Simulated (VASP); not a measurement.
## A point defect in a supercell of Bi2Se3 (Paraguanajuatite)

Wanted: what a point defect costs in Bi2Se3 (Paraguanajuatite) and how the lattice relaxes round it. The start is a cell from a database of measured crystal structures.

Main program and level: VASP 6.6.1; PBE; plane waves and PAW (Bi, Se), in the first sound run; inputs show where later runs differ.

### Step 1. The host crystal

It takes space group R-3m (No. 166, trigonal). Conventional cell: a = 4.143 Å, b = 4.143 Å, c = 28.636 Å, α = 90.00°, β = 90.00°, γ = 120.00°. Nearest to Bi lie 6 Se at 2.85 to 3.07 Å. Nearest to Se lie 3 Bi at 2.85 Å. Nearest to Se lie 6 Bi at 3.07 Å. Farther neighbours and most contacts between anions are not listed.

### Step 2. The host at zero pressure

The later steps need the crystal at this functional's own lattice; a raised cutoff keeps the stress reliable while the cell changes.

The input, INCAR:

```
SYSTEM = Bi2Se3
PREC = Accurate
ENCUT = 350
EDIFF = 1E-06
NELM = 120
ISMEAR = 0
SIGMA = 0.05
LREAL = .FALSE.
ALGO = Normal
GGA = PE
NBANDS = 20
LORBIT = 11
LWAVE = .FALSE.
LCHARG = .FALSE.
KPAR = 4
LASPH = .TRUE.
IBRION = 2
NSW = 40
ISIF = 3
EDIFFG = -0.02
POTIM = 0.4
```

The input, POSCAR:

```
Bi2Se3
1.0
    2.0715000000      1.1959810826      9.5453333333
   -2.0715000000      1.1959810826      9.5453333333
    0.0000000000     -2.3919621653      9.5453333333
Bi Se
2 3
Direct
    0.5992000000      0.5992000000      0.5992000000
    0.4008000000      0.4008000000      0.4008000000
    0.7883000000      0.7883000000      0.7883000000
    0.2117000000      0.2117000000      0.2117000000
    0.0000000000      0.0000000000      0.0000000000
```

The input, KPOINTS:

```
Automatic mesh
0
Gamma
5 5 5
0 0 0
```

The projector-augmented-wave data sets are Bi and Se (PBE family, release 64).

The run is started by

```bash
> mpirun -np 4 vasp_std
```

What it wrote:

```text
[banner, memory and clock lines left out]
running    4 mpi-ranks, on    1 nodes
 distrk:  each k-point on    1 cores,    4 groups
 distr:  one band on    1 cores,    1 groups

 POSCAR found type information on POSCAR BiSe
 POSCAR found :  2 types and       5 ions
 LDA part: xc-table for (Slater+PW92), standard interpolation
 POSCAR, INCAR and KPOINTS ok, starting setup
 FFT: planning ... GRIDC
 FFT: planning ... GRID_SOFT
 FFT: planning ... GRID
 WAVECAR not read
 entering main loop
       N       E                     dE             d eps       ncg     rms          rms(c)
DAV:   1     0.110739955519E+03    0.11074E+03   -0.86035E+03   760   0.835E+02
DAV:   2    -0.112328337006E+02   -0.12197E+03   -0.11857E+03  1068   0.156E+02
DAV:   3    -0.207272850392E+02   -0.94945E+01   -0.93796E+01   888   0.469E+01
DAV:   4    -0.209502779662E+02   -0.22299E+00   -0.22243E+00  1064   0.750E+00
DAV:   5    -0.209527195508E+02   -0.24416E-02   -0.24411E-02   908   0.723E-01    0.668E+00
DAV:   6    -0.201525301606E+02    0.80019E+00   -0.20132E+00   792   0.618E+00    0.376E+00
DAV:   7    -0.201529438846E+02   -0.41372E-03   -0.40301E-01   860   0.320E+00    0.233E+00
DAV:   8    -0.201614268251E+02   -0.84829E-02   -0.56421E-02   916   0.118E+00    0.756E-01
DAV:   9    -0.201610580028E+02    0.36882E-03   -0.48718E-03  1020   0.538E-01    0.188E-01
DAV:  10    -0.201612102270E+02   -0.15222E-03   -0.21515E-03   820   0.265E-01    0.932E-02
DAV:  11    -0.201611982066E+02    0.12020E-04   -0.30132E-04   924   0.953E-02    0.438E-02
DAV:  12    -0.201612174232E+02   -0.19217E-04   -0.62909E-05   816   0.485E-02    0.116E-02
DAV:  13    -0.201612190362E+02   -0.16129E-05   -0.57490E-06   876   0.122E-02    0.684E-03
DAV:  14    -0.201612209681E+02   -0.19319E-05   -0.22894E-06   700   0.856E-03    0.235E-03
DAV:  15    -0.201612206688E+02    0.29933E-06   -0.34578E-07   424   0.341E-03
   1 F= -.20161221E+02 E0= -.20161219E+02  d E =-.201612E+02
 curvature:   0.00 expect dE= 0.000E+00 dE for cont linesearch  0.000E+00
 trial: gam= 0.00000 g(F)=  0.731E-02 g(S)=  0.111E+00 ort = 0.000E+00 (trialstep = 0.100E+01)
 search vector abs. value=  0.118E+00
 bond charge predicted
       N       E                     dE             d eps       ncg     rms          rms(c)
DAV:   1    -0.203697901408E+02   -0.20857E+00   -0.40731E+00   772   0.951E+00    0.227E+00
DAV:   2    -0.202326797218E+02    0.13711E+00   -0.35902E-01   796   0.277E+00    0.843E-01
DAV:   3    -0.202034183780E+02    0.29261E-01   -0.72715E-02   808   0.136E+00    0.325E-01
DAV:   4    -0.201973389438E+02    0.60794E-02   -0.11646E-02   824   0.520E-01    0.203E-01
DAV:   5    -0.201966997632E+02    0.63918E-03   -0.27170E-03  1084   0.218E-01    0.131E-01
DAV:   6    -0.201967401072E+02   -0.40344E-04   -0.21467E-04   944   0.847E-02    0.476E-02
DAV:   7    -0.201967545382E+02   -0.14431E-04   -0.79234E-05   852   0.471E-02    0.157E-02
DAV:   8    -0.201967566634E+02   -0.21253E-05   -0.91469E-06   844   0.164E-02    0.748E-03
DAV:   9    -0.201967573117E+02   -0.64826E-06   -0.90985E-07   448   0.547E-03
   2 F= -.20196757E+02 E0= -.20196757E+02  d E =-.355366E-01
[... from here on, the cycles between the ionic steps are left out ...]
   3 F= -.20202686E+02 E0= -.20202686E+02  d E =-.414658E-01
   4 F= -.20204422E+02 E0= -.20204422E+02  d E =-.173596E-02
   5 F= -.20208562E+02 E0= -.20208562E+02  d E =-.587528E-02
   6 F= -.20212156E+02 E0= -.20212156E+02  d E =-.946967E-02
   7 F= -.20213820E+02 E0= -.20213820E+02  d E =-.166344E-02
   8 F= -.20218327E+02 E0= -.20218327E+02  d E =-.617061E-02
   9 F= -.20225240E+02 E0= -.20225240E+02  d E =-.130834E-01
  10 F= -.20231119E+02 E0= -.20231119E+02  d E =-.189627E-01
  11 F= -.20234202E+02 E0= -.20234202E+02  d E =-.308310E-02
  12 F= -.20234805E+02 E0= -.20234805E+02  d E =-.368645E-02
  13 F= -.20236283E+02 E0= -.20236283E+02  d E =-.147816E-02
  14 F= -.20236423E+02 E0= -.20236423E+02  d E =-.161776E-02
  15 F= -.20236695E+02 E0= -.20236695E+02  d E =-.188999E-02
  16 F= -.20236925E+02 E0= -.20236925E+02  d E =-.229288E-03
  17 F= -.20237057E+02 E0= -.20237057E+02  d E =-.361517E-03
  18 F= -.20237208E+02 E0= -.20237208E+02  d E =-.151558E-03
 trial-energy change:   -0.000152  1 .order   -0.000150   -0.000224   -0.000076
 step:   1.2267(harm=  1.2267)  dis= 0.00266  next Energy=   -20.237227 (dE=-0.170E-03)
 bond charge predicted
       N       E                     dE             d eps       ncg     rms          rms(c)
DAV:   1    -0.202372524130E+02   -0.43876E-04   -0.18614E-03   784   0.214E-01    0.276E-02
DAV:   2    -0.202372346833E+02    0.17730E-04   -0.10273E-04   880   0.524E-02    0.140E-02
DAV:   3    -0.202372290667E+02    0.56166E-05   -0.17640E-05   848   0.197E-02    0.532E-03
DAV:   4    -0.202372283042E+02    0.76244E-06   -0.16588E-06   484   0.628E-03
  19 F= -.20237228E+02 E0= -.20237228E+02  d E =-.171526E-03
 curvature:  -1.17 expect dE=-0.284E-04 dE for cont linesearch -0.185E-06
 trial: gam= 0.00284 g(F)=  0.237E-04 g(S)=  0.507E-06 ort = 0.914E-05 (trialstep = 0.891E+00)
 search vector abs. value=  0.243E-04
 reached required accuracy - stopping structural energy minimisation
```

Wall time 14 min (4 MPI ranks of Intel Xeon Platinum 8488C (Sapphire Rapids), shared host); peak memory 2.2 GiB; 55 min of CPU time.

The logs omit lines about the potential files and the build; timing stands in the text.

OUTCAR, selected parts (step 2):

```text
ion  position               nearest neighbor table
   1  0.599  0.599  0.599-   4 2.85   4 2.85   4 2.85   5 3.07   5 3.07   5 3.07
   2  0.401  0.401  0.401-   3 2.85   3 2.85   3 2.85   5 3.07   5 3.07   5 3.07
   3  0.788  0.788  0.788-   2 2.85   2 2.85   2 2.85
   4  0.212  0.212  0.212-   1 2.85   1 2.85   1 2.85
   5  0.000  0.000  0.000-   1 3.07   1 3.07   2 3.07   2 3.07   1 3.07   2 3.07

  LATTYP: Found a trigonal (rhomboedric) cell.
 ALAT       =     9.8404710987
 COS(alpha) =     0.9113725833

 Subroutine GETGRP returns: Found 12 space group operations
 (whereof 12 operations were pure point group operations)

The static configuration has the point symmetry D_3d.

 Found     19 irreducible k-points:

   k-points           NKPTS =     19   k-points in BZ     NKDIM =     19   number of bands    NBANDS=     20

   dimension x,y,z NGX =    60 NGY =   60 NGZ =   60
   dimension x,y,z NGXF=   120 NGYF=  120 NGZF=  120

   ENCUT  =  350.0 eV  25.72 Ry    5.07 a.u.  15.01 15.01 15.01*2*pi/ulx,y,z

   NELECT =      28.0000    total number of electrons

 k-points in reciprocal lattice and weights: Automatic mesh
   0.00000000  0.00000000  0.00000000       0.008
   0.20000000  0.00000000 -0.00000000       0.048
   0.40000000 -0.00000000 -0.00000000       0.048
   0.20000000  0.20000000 -0.00000000       0.048
   0.40000000  0.20000000 -0.00000000       0.096
  -0.40000000  0.20000000  0.00000000       0.096
  -0.20000000  0.20000000  0.00000000       0.048
   0.40000000  0.40000000 -0.00000000       0.048
  -0.40000000  0.40000000  0.00000000       0.048
[...]
0.40000000  0.40000000  0.40000000       0.016
  -0.40000000  0.40000000  0.40000000       0.048

 average (electrostatic) potential at core
       1 -64.0372       2 -64.0372       3 -54.4909       4 -54.4909       5 -54.4053

 E-fermi :   3.3330

 k-point     1 :       0.0000    0.0000    0.0000
  band No.  band energies     occupation
    ...
     10       1.8683      2.00000
     11       1.8683      2.00000
     12       2.3255      2.00000
     13       2.3255      2.00000
     14       3.1212      2.00000
     15       3.7384      0.00000
     16       5.0066      0.00000
     17       5.0066      0.00000
     18       5.5618      0.00000
     19       6.0911      0.00000
    ...

 k-point     2 :       0.2000    0.0000   -0.0000
  band No.  band energies     occupation
    ...
     10       1.5096      2.00000
     11       2.1715      2.00000
     12       2.2565      2.00000
     13       2.3318      2.00000
     14       2.8514      2.00000
     15       4.7050      0.00000
     16       5.3050      0.00000
     17       5.5567      0.00000
     18       5.9182      0.00000
     19       6.4550      0.00000
    ...

 k-point     3 :       0.4000   -0.0000   -0.0000
  band No.  band energies     occupation
    ...
     10       0.9051      2.00000
     11       1.0576      2.00000
     12       1.9163      2.00000
     13       2.2581      2.00000
     14       2.6925      2.00000
     15       4.4843      0.00000
     16       5.6321      0.00000
     17       6.0436      0.00000
     18       6.4894      0.00000
     19       7.2798      0.00000
    ...

  Total        0.0032878      0.0032878      0.0066333      0.0000000     -0.0000000      0.0000000
  in kB        0.0338396      0.0338396      0.0682732      0.0000000     -0.0000000      0.0000000
  external PRESSURE =       0.0453175 kB  Pullay stress =       0.0000000 kB

  energy-cutoff  :      350.00
  volume of cell :      155.66
      direct lattice vectors                 reciprocal lattice vectors
     2.092254882  1.207963919 10.265280264     0.238976620  0.137973216  0.032471917
    -2.092254882  1.207963919 10.265280264    -0.238976620  0.137973216  0.032471917
     0.000000000 -2.415927838 10.265280264     0.000000000 -0.275946432  0.032471917

 POSITION                                       TOTAL-FORCE (eV/Angst)
 -----------------------------------------------------------------------------------
      0.00000     -0.00000     18.58815         0.000000      0.000000     -0.007175
      0.00000     -0.00000     12.20769         0.000000     -0.000000      0.007175
      0.00000     -0.00000     24.04506         0.000000      0.000000     -0.015999
      0.00000     -0.00000      6.75078         0.000000     -0.000000      0.015999
      0.00000     -0.00000      0.00000         0.000000      0.000000     -0.000000
 -----------------------------------------------------------------------------------
    total drift:                                0.000000      0.000000      0.000000

  FREE ENERGIE OF THE ION-ELECTRON SYSTEM (eV)
  ---------------------------------------------------
  free  energy   TOTEN  =       -20.2372283042 eV

  energy  without entropy=      -20.2372283042  energy(sigma->0) =      -20.23722830

 reached required accuracy - stopping structural energy minimisation

 total charge
# of ion       s       p       d       tot
------------------------------------------
    1        1.822   1.500   0.145   3.467
    2        1.822   1.500   0.145   3.467
    3        1.486   2.263   0.018   3.767
    4        1.486   2.263   0.018   3.767
    5        1.470   2.317   0.019   3.806
--------------------------------------------------
tot          8.085   9.843   0.345  18.272

[... 3 further parts left out ...]
```

The gap is read on the k-mesh alone, so it is an upper bound where the band edges lie off the mesh. After so large a change of volume the plane waves of the start cell no longer fit, so the final stress carries a basis-set error. The data set Bi keeps the semicore shell frozen, which is cheaper and a little less accurate. The run keeps the 12 symmetry operations of its start, so it cannot find a distortion of lower symmetry.

Step by step:

| step | energy less that of the first step (eV) | largest force (eV/Å) | pressure (GPa) | volume (Å³) |
| --- | --- | --- | --- | --- |
| 1 | 0.0000 | 0.2362 | 2.47 | 141.89 |
| 2 | -0.0355 | 0.2809 | -0.79 | 149.19 |
| 3 | -0.0415 | 0.1544 | 0.05 | 147.11 |
| 4 | -0.0432 | 0.1363 | 0.04 | 147.35 |
| 5 | -0.0473 | 0.0944 | 0.00 | 148.08 |
| 6 | -0.0509 | 0.2035 | -0.06 | 149.53 |
| 7 | -0.0526 | 0.1896 | -0.06 | 149.67 |
| 8 | -0.0571 | 0.1465 | -0.07 | 150.08 |
| 9 | -0.0640 | 0.0595 | -0.07 | 150.91 |
| 10 | -0.0699 | 0.1174 | -0.02 | 152.56 |
| 11 | -0.0730 | 0.0434 | 0.21 | 153.05 |
| 12 | -0.0736 | 0.0320 | 0.38 | 153.41 |
| 13 | -0.0751 | 0.0366 | 0.19 | 154.56 |
| 14 | -0.0752 | 0.0739 | -0.10 | 156.45 |
| 15 | -0.0755 | 0.0578 | 0.02 | 155.63 |
| 16 | -0.0757 | 0.0377 | -0.02 | 155.75 |
| 17 | -0.0758 | 0.0296 | -0.10 | 155.93 |
| 18 | -0.0760 | 0.0208 | -0.03 | 155.76 |
| 19 | -0.0760 | 0.0160 | 0.00 | 155.66 |

| conventional cell, symmetrised | before | after | change |
| --- | --- | --- | --- |
| a (Å) | 4.143 | 4.185 | +1.0 % |
| b (Å) | 4.143 | 4.185 | +1.0 % |
| c (Å) | 28.636 | 30.796 | +7.5 % |
| volume (Å³/atom) | 28.38 | 31.13 | +9.7 % |

The atoms that moved most (Å, as changes of fractional coordinates times the final cell):

| atom | dx | dy | dz | length |
| --- | --- | --- | --- | --- |
| Se4 | 0.000 | 0.000 | 0.231 | 0.231 |
| Se3 | 0.000 | 0.000 | -0.231 | 0.231 |
| Bi2 | 0.000 | 0.000 | -0.135 | 0.135 |
| Bi1 | 0.000 | 0.000 | 0.135 | 0.135 |

The relaxed structure:

```cif
data_structure
_symmetry_space_group_name_H-M 'P 1'
_symmetry_Int_Tables_number 1
_cell_length_a 10.5457
_cell_length_b 10.5457
_cell_length_c 10.5457
_cell_angle_alpha 22.887
_cell_angle_beta 22.887
_cell_angle_gamma 22.887
_cell_volume 155.66
loop_
_atom_site_label
_atom_site_type_symbol
_atom_site_fract_x
_atom_site_fract_y
_atom_site_fract_z
_atom_site_occupancy
Bi1 Bi 0.60359 0.60359 0.60359 1
Bi2 Bi 0.39641 0.39641 0.39641 1
Se3 Se 0.78079 0.78079 0.78079 1
Se4 Se 0.21921 0.21921 0.21921 1
Se5 Se 0.00000 0.00000 0.00000 1
```

Numbers from this step:

```yaml
electronic_cycles: 142
electrons: 28
free_energy_toten: -20.24 eV
fermi_energy: 3.333 eV
labelled_metallic_from_the_levels_on_this_mesh: no
gap_on_the_k_mesh: 0.6172 eV
least_direct_gap_on_the_k_mesh: 0.6172 eV
```

The run ended after 19 ionic steps, 0.076 eV below its first step, once forces and stress met EDIFFG = -0.02.

An edge changed by 7 % against the database cell. Without a dispersion term, weakly bound directions of a crystal swell by this much or more.

### Step 3. Relax the host again, on a new basis

The volume changed by more than 5 %, so the plane waves of the start no longer fit; a second relaxation removes that error.

INCAR: that of step 2 with these lines changed.

```diff
@@ -17,3 +17,3 @@
 IBRION = 2
-NSW = 40
+NSW = 30
 ISIF = 3
```

The input, POSCAR:

```
Bi2Se3
1.0
    2.0922548817      1.2079639191     10.2652802638
   -2.0922548817      1.2079639191     10.2652802638
    0.0000000000     -2.4159278384     10.2652802638
Bi Se
2 3
Direct
    0.6035929440      0.6035929440      0.6035929440
    0.3964070560      0.3964070560      0.3964070560
    0.7807891332      0.7807891332      0.7807891332
    0.2192108668      0.2192108668      0.2192108668
    0.0000000000      0.0000000000      0.0000000000
```

KPOINTS is that of step 2.

The run is started by

```bash
> mpirun -np 4 vasp_std
```

What it wrote:

```text
[... set-up lines as in an earlier step ...]
 entering main loop
       N       E                     dE             d eps       ncg     rms          rms(c)
DAV:   1     0.110522513314E+03    0.11052E+03   -0.85225E+03   760   0.829E+02
DAV:   2    -0.113103171915E+02   -0.12183E+03   -0.11852E+03  1044   0.154E+02
DAV:   3    -0.208899509809E+02   -0.95796E+01   -0.94812E+01   900   0.474E+01
DAV:   4    -0.211146683629E+02   -0.22472E+00   -0.22450E+00  1096   0.768E+00
DAV:   5    -0.211160733330E+02   -0.14050E-02   -0.14049E-02   908   0.605E-01    0.637E+00
DAV:   6    -0.202235562319E+02    0.89252E+00   -0.22944E+00   784   0.647E+00    0.347E+00
DAV:   7    -0.202294293819E+02   -0.58731E-02   -0.42086E-01   868   0.322E+00    0.228E+00
DAV:   8    -0.202380934166E+02   -0.86640E-02   -0.55559E-02   884   0.115E+00    0.762E-01
DAV:   9    -0.202381948716E+02   -0.10145E-03   -0.45642E-03  1124   0.536E-01    0.207E-01
DAV:  10    -0.202383855110E+02   -0.19064E-03   -0.21031E-03   804   0.260E-01    0.962E-02
DAV:  11    -0.202383748685E+02    0.10642E-04   -0.28223E-04   908   0.945E-02    0.496E-02
DAV:  12    -0.202383964559E+02   -0.21587E-04   -0.67222E-05   816   0.509E-02    0.121E-02
DAV:  13    -0.202383978339E+02   -0.13781E-05   -0.63704E-06   852   0.123E-02    0.757E-03
DAV:  14    -0.202383999137E+02   -0.20798E-05   -0.26394E-06   776   0.911E-03    0.280E-03
DAV:  15    -0.202383995935E+02    0.32026E-06   -0.32571E-07   440   0.321E-03
   1 F= -.20238400E+02 E0= -.20238400E+02  d E =-.202384E+02
 curvature:   0.00 expect dE= 0.000E+00 dE for cont linesearch  0.000E+00
 trial: gam= 0.00000 g(F)=  0.255E-04 g(S)=  0.105E-05 ort = 0.000E+00 (trialstep = 0.100E+01)
 search vector abs. value=  0.265E-04
 reached required accuracy - stopping structural energy minimisation
```

Run time: 84 s. Hardware: 4 MPI ranks; peak memory 2.1 GiB.

From OUTCAR (step 3):

```text
  LATTYP: Found a trigonal (rhomboedric) cell.
 ALAT       =    10.5457425634
 COS(alpha) =     0.9212764184

The static configuration has the point symmetry D_3d.

 Found     19 irreducible k-points:

   dimension x,y,z NGX =    64 NGY =   64 NGZ =   64
   dimension x,y,z NGXF=   128 NGYF=  128 NGZF=  128

   ENCUT  =  350.0 eV  25.72 Ry    5.07 a.u.  16.09 16.09 16.09*2*pi/ulx,y,z

   NELECT =      28.0000    total number of electrons

 E-fermi :   3.3327

 k-point     1 :       0.0000    0.0000    0.0000
  band No.  band energies     occupation
    ...
     10       1.8680      2.00000
     11       1.8680      2.00000
     12       2.3252      2.00000
     13       2.3252      2.00000
     14       3.1211      2.00000
     15       3.7380      0.00000
     16       5.0063      0.00000
     17       5.0063      0.00000
     18       5.5615      0.00000
     19       6.0908      0.00000
    ...

 k-point     2 :       0.2000    0.0000    0.0000
  band No.  band energies     occupation
    ...
     10       1.5094      2.00000
     11       2.1713      2.00000
     12       2.2563      2.00000
     13       2.3315      2.00000
     14       2.8511      2.00000
     15       4.7048      0.00000
     16       5.3047      0.00000
     17       5.5564      0.00000
     18       5.9179      0.00000
     19       6.4547      0.00000
    ...

  Total        0.0045902      0.0045902      0.0097166      0.0000000     -0.0000000      0.0000000
  in kB        0.0472443      0.0472443      0.1000077      0.0000000     -0.0000000      0.0000000
  external PRESSURE =       0.0648321 kB  Pullay stress =       0.0000000 kB

 POSITION                                       TOTAL-FORCE (eV/Angst)
 -----------------------------------------------------------------------------------
      0.00000     -0.00000     18.58815         0.000000      0.000000     -0.007663
      0.00000     -0.00000     12.20769         0.000000     -0.000000      0.007663
      0.00000     -0.00000     24.04506         0.000000      0.000000     -0.016462
      0.00000     -0.00000      6.75078         0.000000     -0.000000      0.016462
      0.00000      0.00000      0.00000         0.000000     -0.000000     -0.000000
 -----------------------------------------------------------------------------------
    total drift:                               -0.000000     -0.000000      0.000000

  FREE ENERGIE OF THE ION-ELECTRON SYSTEM (eV)
  ---------------------------------------------------
  free  energy   TOTEN  =       -20.2383995935 eV

  energy  without entropy=      -20.2383995934  energy(sigma->0) =      -20.23839959

 total charge
# of ion       s       p       d       tot
------------------------------------------
    1        1.822   1.500   0.145   3.467
    2        1.822   1.500   0.145   3.467
    3        1.486   2.263   0.018   3.767
    4        1.486   2.263   0.018   3.767
    5        1.470   2.318   0.019   3.806
--------------------------------------------------
tot          8.085   9.844   0.345  18.274

[... 4 parts as in an earlier step ...]

[... 7 further parts left out ...]
```

Little changed from the start: no atom moved by 0.005 Å and no cell edge by 0.1 %.

Numbers from this step:

| Item | Value |
| --- | --- |
| electronic cycles | 15 |
| gap on the k-mesh | 0.6169 eV |
| least direct gap on the k-mesh | 0.6169 eV |

The start already met the threshold, so nothing moved.

(Part 1 of 4 ends here.)

[Lines on the potential files, build, host, timing and source positions are cut from VASP's logs without a mark.]

[Logs are printed without paths, hosts, clocks, repeated set-up lines and the standing remarks that a program may print on its own settings, such as how far it seeks lower states.]

[Hosts, paths, dates, database ids (printed as entryN), source tags and the programs' standing remarks are cut or masked in the printed files.]

[In band tables of VASP the shares of atoms and orbitals are scaled to a sum of 1 inside the atoms' spheres.]

[Runs that stopped without an error message from VASP are left out.]
